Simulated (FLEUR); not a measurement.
# MnO2 (P6_3/mmc) in FLEUR: single point with PBEsol

Aim: the single point of MnO2 with PBEsol.

Everything below comes from runs of FLEUR MaX-R8.1 (later development tree). Logs are shortened: lines on timing, memory, paths and dates and some standing lists are left out, and cuts for length are marked.

**1. Starting point**

Symmetry: P6_3/mmc, No. 194, hexagonal system. Conventional cell: a = 2.855 Å, b = 2.855 Å, c = 10.222 Å, α = 90.00°, β = 90.00°, γ = 120.00°. Around Mn (site symmetry -3m) lie 6 O at 1.90 Å. O (site symmetry 3m) has 3 Mn at 1.90 Å as nearest neighbours.

Measurements of this composition are mostly on another form, of space group No. 136.

**2. Single point, PBEsol, collinear spin, ferromagnetic start**

Contents of inp.xml:

```xml
<?xml version="1.0" encoding="UTF-8" standalone="no"?>
<fleurInput fleurInputVersion="0.39">
   <comment>
      MnO2                                                                                                
   </comment>
   <calculationSetup>
      <cutoffs Kmax="5.3" Gmax="16.4" GmaxXC="16.4" numbands="0"/>
      <scfLoop itmax="60" minDistance="0.00001" maxIterBroyd="15" imix="Anderson" alpha="0.05" precondParam="0.0" spinf="2.0" sdNocoIR="T"/>
      <coreElectrons ctail="T" frcor="F" kcrel="0" coretail_lmax="0"/>
      <xcFunctional name="PBEs" relativisticCorrections="F"/>
      <magnetism jspins="2"/>
      <soc l_soc="F" theta="0.0" phi="0.0" spav="F"/>
      <expertModes spex="0" secvar="F"/>
      <geometryOptimization l_f="T" forcealpha="1.0" forcemix="BFGS" epsdisp="0.0005" epsforce="0.0002"/>
      <ldaU l_linMix="F" mixParam="0.05" spinf="1.0"/>
   </calculationSetup>
   <cell>
      <bzIntegration valenceElectrons="54.0" mode="hist" fermiSmearingEnergy="0.00183747">
         <kPointListSelection listName="default-1"/>
         <!-- k-points included here -->
         <xi:include xmlns:xi="http://www.w3.org/2001/XInclude" href="kpts.xml"> </xi:include>
      </bzIntegration>
      <!-- symmetry operations included here -->
      <xi:include xmlns:xi="http://www.w3.org/2001/XInclude" href="sym.xml"> </xi:include>
      <bulkLattice scale="1.0">
         <bravaisMatrix>
            <row-1>    5.3950838740566818     0.0000000000000000     0.0000000000000000</row-1>
            <row-2>   -2.6975419369338547     4.6722796904787609     0.0000000000000000</row-2>
            <row-3>    0.0000000000000000     0.0000000000000000    19.3162942707188634</row-3>
         </bravaisMatrix>
      </bulkLattice>
   </cell>
   <atomSpecies>
      <species name="Manganese 4.000" element="Mn" atomicNumber="25">
         <mtSphere radius="1.85" gridPoints="625" logIncrement="0.019"/>
         <atomicCutoffs lmax="8" lnonsphr="8"/>
         <electronConfig flipSpins="F">
            <coreConfig>(1s1/2) (2s1/2) (2p1/2) (2p3/2)</coreConfig>
            <valenceConfig>(3s1/2) (3p1/2) (3p3/2) (4s1/2) (3d3/2) (3d5/2)</valenceConfig>
            <stateOccupation state="(3d3/2)" spinUp="1.5" spinDown="0.5"/>
            <stateOccupation state="(3d5/2)" spinUp="3.0" spinDown="0.0"/>
         </electronConfig>
         <energyParameters s="4" p="4" d="3" f="4"/>
         <lo type="SCLO" l="0" n="3" eDeriv="0"/>
         <lo type="SCLO" l="1" n="3" eDeriv="0"/>
         <lo type="SCLO" l="1" n="3" eDeriv="1"/>
         <lo type="SCLO" l="2" n="3" eDeriv="2"/>
         <lo type="SCLO" l="3" n="4" eDeriv="2"/>
      </species>
      <species name="Oxygen (O)" element="O" atomicNumber="8">
         <mtSphere radius="1.41" gridPoints="477" logIncrement="0.022"/>
         <atomicCutoffs lmax="8" lnonsphr="8"/>
         <electronConfig flipSpins="F">
            <coreConfig>(1s1/2)</coreConfig>
            <valenceConfig>(2s1/2) (2p1/2) (2p3/2)</valenceConfig>
            <stateOccupation state="(2p1/2)" spinUp="0.666667" spinDown="0.666667"/>
            <stateOccupation state="(2p3/2)" spinUp="1.333333" spinDown="1.333333"/>
         </electronConfig>
         <energyParameters s="2" p="2" d="3" f="4"/>
         <lo type="SCLO" l="0" n="2" eDeriv="2"/>
         <lo type="SCLO" l="1" n="2" eDeriv="2"/>
         <lo type="SCLO" l="2" n="3" eDeriv="2"/>
      </species>
   </atomSpecies>
   <atomGroups>
      <atomGroup species="Manganese 4.000">
         <relPos label="                   1">.0000000000 .0000000000 1.000/2.000</relPos>
         <relPos label="                   2">.0000000000 .0000000000 .0000000000</relPos>
         <force calculate="T" relaxXYZ="TTT"/>
      </atomGroup>
      <atomGroup species="Oxygen (O)">
         <relPos label="                   3">-1.000/3.000 1.000/3.000 .4068564500</relPos>
         <relPos label="                   4">-1.000/3.000 1.000/3.000 .0931435500</relPos>
         <relPos label="                   5">1.000/3.000 -1.000/3.000 -.4068564500</relPos>
         <relPos label="                   6">1.000/3.000 -1.000/3.000 -.0931435500</relPos>
         <force calculate="T" relaxXYZ="TTT"/>
      </atomGroup>
   </atomGroups>
   <output dos="F" band="F" slice="F">
      <checks vchk="F" cdinf="F"/>
      <bandDOS minEnergy="-.5*Htr" maxEnergy="0.5*Htr" sigma="0.015" storeEVData="T"/>
      <vacuumDOS vacdos="F" integ="F" star="F" nstars="0" locx1="0.0" locy1="0.0" locx2="0.0" locy2="0.0" nstm="0" tworkf="0.0"/>
      <unfoldingBand unfoldBand="F" supercellX="1" supercellY="1" supercellZ="1"/>
      <plotting iplot="0" polar="F">
         <plot TwoD="T" vec1="  1.0  0.0  0.0" vec2="  0.0  1.0  0.0" vec3="  0.0  0.0  1.0" zero="  0.0  0.0  0.0" file="plot"/>
      </plotting>
      <chargeDensitySlicing numkpt="0" minEigenval="0.0" maxEigenval="0.0" nnne="0" pallst="F"/>
      <specialOutput eonly="F"/>
      <moessbauerParams electricFieldGradient="T" isomerShift="T" coreHyperfine="T" valenceHyperfine="T"/>
      <magneticCircularDichroism mcd="F" energyLo="-10.0" energyUp="0.0"/>
   </output>
  <!-- We include the file relax.xml here to enable relaxations (see documentation) -->
  <xi:include xmlns:xi="http://www.w3.org/2001/XInclude" href="relax.xml"> <xi:fallback/> </xi:include>
</fleurInput>
```

Contents of crystal.txt:

```
MnO2
&input cartesian=F /
2.8549554371  0.0000000000  0.0000000000
-1.4274777185  2.4724639352  0.0000000000
0.0000000000  0.0000000000  10.2217427273
1.8897261246
1.0 1.0 1.0

6
25 0.0000000000  0.0000000000  0.5000000000 : 4.000
25 0.0000000000  0.0000000000  0.0000000000 : 4.000
8 0.6666666667  0.3333333333  0.4068564500
8 0.6666666667  0.3333333333  0.0931435500
8 0.3333333333  0.6666666667  0.5931435500
8 0.3333333333  0.6666666667  0.9068564500

&kpt div1=11 div2=11 div3=3 gamma=T /
```

Potentials or basis: all-electron, FLAPW.

On the command line:

```console
> inpgen -f crystal.txt -profile fastHighL
> # inp.xml edited to the form shown
> mpirun -n 4 fleur_MPI -pe_per_kpt 1
```

The log of the run:

```text
Welcome to FLEUR        (www.flapw.de)
      MaX-Release 8.1          (www.max-centre.eu)

 ========== k-point set info ==========
 Selected k-point list: default-1
 k-point list type: mesh
 11 x 11 x 3
 Number of k points: 32

 ------------Calculation Setup---------------------------
 Number of MPI-tasks      :            4
 Number of PE/node        :            4
 Using exactly            1  PE per kpt
 Using exactly            1  PE per kpt
 Number of OMP-threads    :            1
 Using exactly            1  PE per kpt
 k-points in parallel     :            4
 pe's per k-point         :            1
 No of k-point loops      :            8
 Using exactly            1  PE per kpt
 Eigenvalue solver        :       lapack
 Number of basis functions:         1458
 Approximate size of matrices (H+S) per k-point:         0.032 GB
 --------------------------------------------------------
 Iteration:     1   Distance:      36.07376746 me/bohr^3
 Iteration:     2   Distance:      28.28182359 me/bohr^3
 Iteration:     3   Distance:      13.69689173 me/bohr^3
 Iteration:     4   Distance:      12.89490891 me/bohr^3
 Iteration:     5   Distance:       7.55300532 me/bohr^3
 Iteration:     6   Distance:       7.95800000 me/bohr^3
 Iteration:     7   Distance:       5.30350279 me/bohr^3
 Iteration:     8   Distance:       1.58456370 me/bohr^3
 Iteration:     9   Distance:       1.35561118 me/bohr^3
 Iteration:    10   Distance:       0.68780111 me/bohr^3
[... 4 lines left out ...]
 Iteration:    15   Distance:       0.00414402 me/bohr^3
 Iteration:    16   Distance:       0.00396469 me/bohr^3
 Iteration:    17   Distance:       0.00342540 me/bohr^3
 Iteration:    18   Distance:       0.00083774 me/bohr^3
 Iteration:    19   Distance:       0.00035316 me/bohr^3
 Iteration:    20   Distance:       0.00017776 me/bohr^3
 Iteration:    21   Distance:       0.00015333 me/bohr^3
 Iteration:    22   Distance:       0.00002701 me/bohr^3
 Iteration:    23   Distance:       0.00001011 me/bohr^3
 Iteration:    24   Distance:       0.00000787 me/bohr^3

 Reset of history

 ********************************************************************
 Run finished successfully
 Stop message:
   Structural relaxation: new displacements generated
 ********************************************************************
```

It took 11 min on 4 MPI ranks of AMD EPYC 7R43 (Zen 3), shared host.

Results:

- Free energy: -71164.1850 eV
- Largest force: 0.185 eV/Å
- Band gap on the k mesh: 0.80 eV, indirect (least direct gap 0.85 eV)
- Net moment: 6.00 μB per cell
- Site moments: Mn +2.66; O +0.04 μB
- Valence electrons inside the program's atomic spheres: Mn 12.44; O 4.50 (radii Mn 1.85, O 1.41 bohr)

Forces on the atoms (eV/Å):
```
Mn   0.000  0.000  0.000
Mn   0.000  0.000  0.000
O    0.000  0.000  0.185
O    0.000  0.000 -0.185
O    0.000  0.000 -0.185
O    0.000  0.000  0.185
```

Levels at points of the mesh, in eV from the valence-band top:
Spin up:
```tsv
k point	band 28	band 29	band 30	band 31	band 32	band 33
(0.00, 0.00, 0.00)	-1.44	-0.28	-0.04	2.90	2.90	2.92
```
Spin down:
```csv
k point,band 22,band 23,band 24,band 25,band 26,band 27
"(0.00, 0.00, 0.00)",-1.36,-1.36,-1.33,0.80,0.80,0.81
```

Core levels (eV from the Fermi level):
| atom | levels |
| --- | --- |
| 1 Mn | 1s1/2 -6415.4, 2s1/2 -738.0, 2p1/2 -631.4, 2p3/2 -621.0 |
| 2 Mn | 1s1/2 -6415.4, 2s1/2 -738.0, 2p1/2 -631.4, 2p3/2 -621.0 |
| 3 O | 1s1/2 -503.8 |
| 4 O | 1s1/2 -503.8 |
| 5 O | 1s1/2 -503.8 |
| 6 O | 1s1/2 -503.8 |

Caveat: an odd mesh through Γ misses points on the zone boundary, where band edges often lie; only a ferromagnetic start was run, and an antiferromagnetic order may lie lower in energy.
